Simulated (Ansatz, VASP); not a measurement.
**One calculation of ZnO, two programs**

```
Zn O
1.0
     0.00000    2.13377    2.13377
     2.16855    0.00000    2.13377
     2.16855    2.13377    0.00000
Zn O
1 1
Direct
  0.00000 0.00000 0.00000
  0.50000 0.50000 0.50000
```

Change from the starting cell: uniaxial_x strain +1.6%.

Alike in both runs: task single point; functional PBE; k mesh 10 × 10 × 10; occupations fermi-dirac, width 0.02 eV; no spin polarisation.

|  | VASP | Ansatz |
| --- | --- | --- |
| version | VASP 6.6.1 | Ansatz 0.2.0 |
| potentials or method | VASP PAW PBE potentials, release 64 (Zn, O) | plane waves, PAW |
| plane-wave cutoff (eV) | 520 | 420 |
| valence electrons in the cell | 18 | 18 |

```csv
,VASP,Ansatz,Ansatz less VASP
gap on the k mesh at the Fermi level (eV),0.80,0.83,+0.032
pressure (GPa),6.0,4.9,-1.08
largest component of the traceless stress (GPa),1.21,1.09,-0.118
```

A k mesh can miss the band edges.
